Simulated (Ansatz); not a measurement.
## LiCl (R3m) at 2 levels of theory

One geometry, relaxed with PBE; plane waves with PAW potentials in Ansatz, scalar-relativistic. No spin polarisation. Gaps are the least over mesh and band path; pressure is positive in compression, and isn't given for hybrids.

```cif
data_structure
_symmetry_space_group_name_H-M 'R3m:H'
_symmetry_Int_Tables_number 160
_cell_length_a 3.9181
_cell_length_b 3.9181
_cell_length_c 28.4129
_cell_angle_alpha 90.000
_cell_angle_beta 90.000
_cell_angle_gamma 120.000
_cell_volume 377.75
loop_
_atom_site_label
_atom_site_type_symbol
_atom_site_symmetry_multiplicity
_atom_site_Wyckoff_symbol
_atom_site_fract_x
_atom_site_fract_y
_atom_site_fract_z
_atom_site_occupancy
Li1 Li 3 a 0.33333 0.66667 0.38133 1
Li2 Li 3 a 0.33333 0.66667 0.60304 1
Li3 Li 3 a 0.00000 0.00000 0.49223 1
Cl1 Cl 3 a 0.33333 0.66667 0.51899 1
Cl2 Cl 3 a 0.00000 0.00000 0.40814 1
Cl3 Cl 3 a 0.00000 0.00000 0.63028 1
```

| level | cutoff (eV) | k mesh | gap (eV) | pressure (GPa) |
| --- | --- | --- | --- | --- |
| PBE | 420 | 8×8×4 | 5.94 | 0.0 |

Task: What comes out on the same cell with HSE06?

Result:
| level | cutoff (eV) | k mesh | gap (eV) | pressure (GPa) |
| --- | --- | --- | --- | --- |
| HSE06 | 420 | 6×6×2 | 7.27 | - |

It was reached by relaxing an invented guess, and it needn't be the stable form of this composition.
